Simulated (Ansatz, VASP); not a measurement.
# Mg in VASP and in Ansatz

Contents of INCAR:

```
PREC = Accurate ; ENCUT = 520
EDIFF = 1E-6 ; ISMEAR = -1
SIGMA = 0.05 ; LREAL = False
LASPH = True ; NELM = 100
ALGO = Normal ; ISIF = 2
LWAVE = False ; LCHARG = False
GGA = PS ; NBANDS = 7
```

KPOINTS

```
regular mesh
0
Gamma
  14 14 14
```

The input POSCAR:

```
Mg
1.0
   -1.7888821163      1.7888821163      1.7574095483
    1.7888821163     -1.7888821163      1.7574095483
    1.7888821163      1.7888821163     -1.7574095483
Mg
1
Direct
    0.0000000000      0.0000000000      0.0000000000
```

Input for Ansatz:

```yaml
crystal:
  lattice:
    - [-1.78888211626, 1.78888211626, 1.75740954826]
    - [1.78888211626, -1.78888211626, 1.75740954826]
    - [1.78888211626, 1.78888211626, -1.75740954826]
  atoms:
    - { symbol: Mg, position: [0.0, 0.0, 0.0] }
kpoints:
  mp_grid: { grid: [14, 14, 14] }
scf:
  occupations: { method: fermi_dirac, width: 0.05 }
hamiltonian:
  xc: pbesol
  pseudopotentials: { kind: all_electron, lapw: { basis_error: 0.001 } }
output:
  forces: true
  stress: true
  eigenvalues: true
  eigenstates:
    nscf_kmesh: { grid: [24, 24, 24] }
    de_dk: true
    e_range: [-14, 14]
  optics:
    e_range: [0, 30]
    de: 0.2
    sigma: 0.15
    bands: { spectra_wanted_up_to: 30 }
    nscf_kmesh: { grid: [24, 24, 24] }
    drude_damping: 0.05
checkpoint:
  write: ck
  write_wavefunctions: false
```

This isn't the form of Mg at room conditions, which is hcp.

Alike in both runs: task single point; functional PBEsol; k mesh 14 × 14 × 14; occupations fermi-dirac, width 0.05 eV; no spin polarisation.

|  | VASP | Ansatz |
| --- | --- | --- |
| version | VASP 6.6.1 | Ansatz 0.2.0 |
| potentials or method | VASP PAW PBE potentials, release 64 (Mg) | all-electron LAPW, scalar-relativistic |
| plane-wave cutoff (eV) | 520 | see its input |

```csv
,VASP,Ansatz,Ansatz less VASP
pressure (GPa),-0.1,0.0,+0.03
```

Ansatz ran all-electron here, so the differences hold the error of VASP's frozen core and of both bases. Ansatz warned: «optics_on_partly_filled_bands».

Caveats: the PAW data sets were made with another functional, which shifts forces and pressure a little (VASP).
